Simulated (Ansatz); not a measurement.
# GaP: energy over volume and cell shape, part 2 of 2

How does the energy of GaP (R-3m, No. 166; 4 atoms in the cell) change over two coordinates at once? A grid of runs gives the map.

Ansatz 0.2.0; DFT PBE, scalar-relativistic, plane waves, PAW. The steps go on from the part before.

### 8 Grid point (22.15 Å³, 4.774)

input.yaml reads:

```yaml
crystal:
  lattice:
    - [2.0030118108, 1.1564394081, 6.3746518549]
    - [-2.0030118108, 1.1564394081, 6.3746518549]
    - [0.0, -2.3128788163, 6.3746518549]
  atoms:
    - { symbol: Ga, position: [0.4355841032, 0.4355841032, 0.4355841032] }
    - { symbol: Ga, position: [0.5644158968, 0.5644158968, 0.5644158968] }
    - { symbol: P, position: [0.0575077006, 0.0575077006, 0.0575077006] }
    - { symbol: P, position: [0.9424922994, 0.9424922994, 0.9424922994] }
basis:
  ecutwfc: 420
kpoints:
  mp_grid: { grid: [9, 9, 9] }
hamiltonian:
  xc: pbe
  pseudopotentials: { kind: paw, azcp: { folder: soft_1 } }
scf:
  occupations: { method: gaussian, width: 0.05 }
output:
  forces: true
  stress: true
  eigenvalues: true
  write_density: true
  write_potential: true
  elf: true
  volumetric_format: npy
```

Launch:

```sh
$ ansatz run input.yaml --threads 1 --pin off --max-ram 2048MiB --backend cpu --events-out ev --progress --plain --runs-dir out
```

Output (excerpt; [...] marks lines left out):

```text
[...]
SCF converged after 8 iterations
Free energy (F): -9078.517765 eV
[...]
E sigma→0 (E₀):  -9078.517765 eV
Fermi energy:    6.684461 eV
[...]
--- Forces (eV/Å), atoms counted from 1 ---
  atom   1  Ga     0.00000000     0.00000000    -0.27427464
  atom   2  Ga     0.00000000    -0.00000000     0.27427464
  atom   3  P     -0.00000000    -0.00000000     0.34409420
  atom   4  P     -0.00000000     0.00000000    -0.34409420
[...]
--- Stress (GPa, compression-positive) ---
       -4.795887       0.000000       0.000000
        0.000000      -4.795887      -0.000000
        0.000000      -0.000000       1.252635
  P = ⅓ Tr σ = -2.7797 GPa (-27.797 kbar)
--- Band table (eV; the first three rows and the last of 85) ---
  k-point 0: bands = ["-8.3535", "-8.2127", "-8.2127", "-8.1877", "-8.1877", "-8.1475", "-8.1475", "-8.0236", "-8.0236", "-7.9893", "-6.4831", "-3.6176", "-0.6191", "4.4559", "4.4559", "6.0495", "6.3399", "6.3399", "7.1789", "7.5144", "9.3315", "9.8016"]
[...]
```

Run time: 12 s. Hardware: 1 thread of Intel Xeon Platinum 8259CL at 2.50GHz (Skylake/Cascade Lake), shared host; peak memory 0.47 GiB.

Axes a, b and c in the maps are those of this run's conventional cell (a, b, c = 4.006, 4.006, 19.124 Å).

Density in a lattice plane of the grid's cell (edges 4.01 and 19.12 Å, at 0.000 of the third edge), which holds Ga and P.

Ten even steps from ' ' (0.02 e/Å³) to '@' (22.78 e/Å³):
```
            
            
            
            
            
            
            
            
@@          
            
@@          
            
            
            
            
            
            
            
            
            
```
Columns run along the first of these edges and rows up along the second, over one cell in 6 and 20 even steps from the bottom left corner. Atoms in the plane (fractional): Ga at (1.00, 0.44), Ga at (1.00, 0.56), P at (0.00, 0.06), P at (0.00, 0.94).

ELF in the same plane.

Ten even steps from '0' (0.01) to '9' (0.89):
```
077277
784248
002420
002320
016861
005750
012321
127872
023232
772027
023232
127872
012321
005750
016861
002320
002420
784248
077277
971017
```
Columns run along the first of these edges and rows up along the second, over one cell in 6 and 20 even steps from the bottom left corner. Atoms in the plane (fractional): Ga at (1.00, 0.44), Ga at (1.00, 0.56), P at (0.00, 0.06), P at (0.00, 0.94).

Both are smooth fields of the valence electrons: close to the nuclei they are not physical.

Maxima of ELF outside the ion cores: 0.93 on the P–Ga line, 0.9 Å from P; 0.89 on the P–P line, 1.1 Å from P; 0.72 on the Ga–Ga line, 1.3 Å from Ga.

That is 22 meV/atom from the zero.

### 9 Grid point (18.78 Å³, 4.405)

input.yaml, as its differences from that of step 8:

```diff
@@ -2,5 +2,5 @@
   lattice:
-    - [2.0030118108, 1.1564394081, 6.3746518549]
-    - [-2.0030118108, 1.1564394081, 6.3746518549]
-    - [0.0, -2.3128788163, 6.3746518549]
+    - [1.9474410118, 1.1243555924, 5.7191149341]
+    - [-1.9474410118, 1.1243555924, 5.7191149341]
+    - [0.0, -2.2487111848, 5.7191149341]
   atoms:
@@ -23,5 +23 @@
   eigenvalues: true
-  write_density: true
-  write_potential: true
-  elf: true
-  volumetric_format: npy
```

Launch:

```sh
$ ansatz run input.yaml --threads 1 --pin off --max-ram 2048MiB --backend cpu --events-out ev --progress --plain --runs-dir out
```

Output (excerpt; [...] marks lines left out):

```text
[...]
SCF converged after 9 iterations
Free energy (F): -9077.625116 eV
[...]
E sigma→0 (E₀):  -9077.625116 eV
Fermi energy:    8.577605 eV
[...]
--- Forces (eV/Å), atoms counted from 1 ---
  atom   1  Ga     0.00000000     0.00000000    -1.58095995
  atom   2  Ga     0.00000000    -0.00000000     1.58095995
  atom   3  P      0.00000000    -0.00000000     3.66588208
  atom   4  P      0.00000000     0.00000000    -3.66588208
[...]
--- Stress (GPa, compression-positive) ---
        1.575531      -0.000000       0.000000
        0.000000       1.575531      -0.000000
        0.000000      -0.000000      39.688952
  P = ⅓ Tr σ = 14.2800 GPa (142.800 kbar)
--- Band table (eV; the first three rows and the last of 85) ---
  k-point 0: bands = ["-6.7480", "-6.4628", "-6.4628", "-6.3551", "-6.3551", "-6.2842", "-6.2842", "-6.0828", "-6.0828", "-6.0465", "-5.8975", "-1.7107", "0.3858", "5.6532", "5.6532", "8.3297", "8.3968", "8.3968", "8.7584", "10.5455", "11.4826", "11.4826"]
[...]
```

It took 11 s on 1 thread of Intel Xeon Platinum 8259CL at 2.50GHz (Skylake/Cascade Lake), shared host; peak memory 0.45 GiB.

On the map this point reads 245 meV/atom.

### 10 Point (22.15 Å³, 4.970)

input.yaml, as its differences from that of step 9:

```diff
@@ -2,5 +2,5 @@
   lattice:
-    - [1.9474410118, 1.1243555924, 5.7191149341]
-    - [-1.9474410118, 1.1243555924, 5.7191149341]
-    - [0.0, -2.2487111848, 5.7191149341]
+    - [1.9763522619, 1.1410475104, 6.5477905867]
+    - [-1.9763522619, 1.1410475104, 6.5477905867]
+    - [0.0, -2.2820950208, 6.5477905867]
   atoms:
```

Launch:

```sh
$ ansatz run input.yaml --threads 1 --pin off --max-ram 2048MiB --backend cpu --events-out ev --progress --plain --runs-dir out
```

Output (excerpt; [...] marks lines left out):

```text
Warning: RAYON_NUM_THREADS=1 ignored (pool sized by the plan → 1); use --threads N
[...]
[... 4 set-up lines as earlier in the session ...]
[...]
Crystal: 4 atoms, lattice volume = 88.596 Å³
Basis set: ecut = 420 eV, 1749 PW (Γ), FFT grids on a1−a3, a2−a3, a3, exchange–correlation on 54×54×96 points (8 copies of the dense FFT grid, shifted against one another)
Bands: 22, of which v1, the nominal top of the filled ones, is band 18 counted from 1 (17 counted from 0)
[... 2 set-up lines as earlier in the session ...]
k-points: 85 of 729
[...]
SCF iter   1: F=—  HF=-9078.776252 eV  |F-HF|=—  |Δ(HF+E_count)|=         —  Δρ=4.11e-2  dr2=1.23e0  ethr=3.10e-3  ⟨swp⟩=7.0  Hψ=10077  notcnv=0
[...]
SCF iter   8: F=-9078.557249 eV  HF=-9078.557249 eV  |F-HF|=2.58e-7  |Δ(HF+E_count)|=   4.26e-6  Δρ=8.84e-6  dr2=7.76e-8  ethr=2.78e-10  ⟨swp⟩=5.9  Hψ=10510  notcnv=0
[...]
SCF converged after 8 iterations
Free energy (F): -9078.557249 eV
[...]
E sigma→0 (E₀):  -9078.557249 eV
Fermi energy:    6.770847 eV
[...]
--- Forces (eV/Å), atoms counted from 1 ---
  atom   1  Ga     0.00000000    -0.00000000    -0.06046947
  atom   2  Ga     0.00000000     0.00000000     0.06046947
  atom   3  P      0.00000000     0.00000000    -0.11062496
  atom   4  P      0.00000000    -0.00000000     0.11062496
[...]
--- Stress (GPa, compression-positive) ---
       -3.080176       0.000000       0.000000
        0.000000      -3.080176       0.000000
        0.000000       0.000000      -3.685376
  P = ⅓ Tr σ = -3.2819 GPa (-32.819 kbar)
--- Band table (eV; the first three rows and the last of 85) ---
[... band rows left out ...]
[...]
```

Wall time 12 s (1 thread of Intel Xeon Platinum 8259CL at 2.50GHz (Skylake/Cascade Lake), shared host); peak memory 0.48 GiB.

On the map this point reads 12 meV/atom.

### 11 Grid point (23.27 Å³, 4.970)

input.yaml, as its differences from that of step 10:

```diff
@@ -2,5 +2,5 @@
   lattice:
-    - [1.9763522619, 1.1410475104, 6.5477905867]
-    - [-1.9763522619, 1.1410475104, 6.5477905867]
-    - [0.0, -2.2820950208, 6.5477905867]
+    - [2.0091472865, 1.1599817267, 6.6564427524]
+    - [-2.0091472865, 1.1599817267, 6.6564427524]
+    - [0.0, -2.3199634534, 6.6564427524]
   atoms:
```

Launch:

```sh
$ ansatz run input.yaml --threads 1 --pin off --max-ram 2048MiB --backend cpu --events-out ev --progress --plain --runs-dir out
```

Output (excerpt; [...] marks lines left out):

```text
[...]
SCF converged after 8 iterations
Free energy (F): -9078.429819 eV
[...]
E sigma→0 (E₀):  -9078.429819 eV
Fermi energy:    6.115045 eV
[...]
--- Forces (eV/Å), atoms counted from 1 ---
  atom   1  Ga     0.00000000    -0.00000000    -0.11526735
  atom   2  Ga     0.00000000     0.00000000     0.11526735
  atom   3  P      0.00000000     0.00000000    -0.20253869
  atom   4  P      0.00000000     0.00000000     0.20253869
[...]
--- Stress (GPa, compression-positive) ---
       -5.333795       0.000000       0.000000
        0.000000      -5.333795      -0.000000
        0.000000      -0.000000      -6.431353
  P = ⅓ Tr σ = -5.6996 GPa (-56.996 kbar)
--- Band table (eV; the first three rows and the last of 85) ---
  k-point 0: bands = ["-8.8211", "-8.7203", "-8.7203", "-8.7099", "-8.7099", "-8.6727", "-8.6727", "-8.5742", "-8.5742", "-8.5468", "-6.6146", "-4.2108", "-0.8473", "4.1939", "4.1939", "5.4234", "5.7818", "5.7818", "6.4457", "6.8627", "8.4534", "9.4070"]
[...]
```

Run time: 12 s. Hardware: 1 thread of Intel Xeon Platinum 8259CL at 2.50GHz (Skylake/Cascade Lake), shared host; peak memory 0.46 GiB.

Energy on the map's scale: 44 meV/atom.

### 12 The map

49 points were computed. Energies in meV/atom, from the relaxed crystal:

```csv
"c/a of the conventional cell ↓, volume per atom (Å³) →",17.66,18.78,19.91,21.03,22.15,23.27,24.39
5.606,289,183,126,106,113,140,183
5.386,217,116,64,49,60,91,137
5.173,174,76,26,13,26,58,105
4.970,165,65,15,0,12,44,90
4.774,192,88,32,14,22,50,94
4.586,260,147,83,56,58,80,118
4.405,373,245,168,131,122,136,165
```

On the same grid, pressure (GPa):

| c/a of the conventional cell ↓, volume per atom (Å³) → | 17.66 | 18.78 | 19.91 | 21.03 | 22.15 | 23.27 | 24.39 |
| --- | --- | --- | --- | --- | --- | --- | --- |
| 5.606 | 19.4 | 11.3 | 5.2 | 0.7 | −2.6 | −5.1 | −6.9 |
| 5.386 | 18.6 | 10.5 | 4.6 | 0.1 | −3.2 | −5.6 | −7.4 |
| 5.173 | 18.2 | 10.2 | 4.3 | −0.1 | −3.4 | −5.8 | −7.6 |
| 4.970 | 18.4 | 10.4 | 4.4 | 0.0 | −3.3 | −5.7 | −7.5 |
| 4.774 | 19.2 | 11.1 | 5.0 | 0.6 | −2.8 | −5.3 | −7.1 |
| 4.586 | 20.6 | 12.4 | 6.2 | 1.6 | −1.9 | −4.4 | −6.3 |
| 4.405 | 22.8 | 14.3 | 7.9 | 3.1 | −0.5 | −3.2 | −5.2 |

The largest force on an atom (eV/Å) at each point:

```tsv
c/a of the conventional cell ↓, volume per atom (Å³) →	17.66	18.78	19.91	21.03	22.15	23.27	24.39
5.606	1.55	1.27	1.03	0.83	0.67	0.53	0.41
5.386	1.11	0.90	0.78	0.68	0.60	0.53	0.47
5.173	0.71	0.51	0.40	0.41	0.42	0.42	0.43
4.970	0.53	0.31	0.14	0.00	0.11	0.20	0.28
4.774	1.62	1.20	0.85	0.57	0.34	0.28	0.28
4.586	2.96	2.30	1.77	1.33	0.97	0.66	0.48
4.405	4.57	3.67	2.92	2.31	1.79	1.35	0.96
```

### 13 Results

What follows sums up all 2 parts.

| quantity | value |
| --- | --- |
| lowest point | (21.03 Å³, 4.970), 0 meV/atom |
| highest computed point | (17.66 Å³, 4.405), 373 meV/atom above the lowest |
| pressure (GPa) | −7.6 at (24.39 Å³, 5.173) to 22.8 at (17.66 Å³, 4.405); 0.0 at the lowest point |
| largest force on an atom (eV/Å) | 0.00 at (21.03 Å³, 4.970) to 4.57 at (17.66 Å³, 4.405); 0.00 at the lowest point |
| time for all points | 8.6 min on 1 thread, shared host |

**Reading.** The lowest computed point is at (21.03 Å³, 4.970), which is the relaxed crystal itself. The grid shows no other well, apart from its symmetry copies. The highest computed point, (17.66 Å³, 4.405), lies 373 meV/atom above the lowest. Round the minimum the two coordinates are nearly uncoupled. The gap closes in part of the range.

The gaps are Kohn-Sham values of a semilocal functional, not quasiparticle or optical gaps. Such gaps usually fall short of the measured ones.
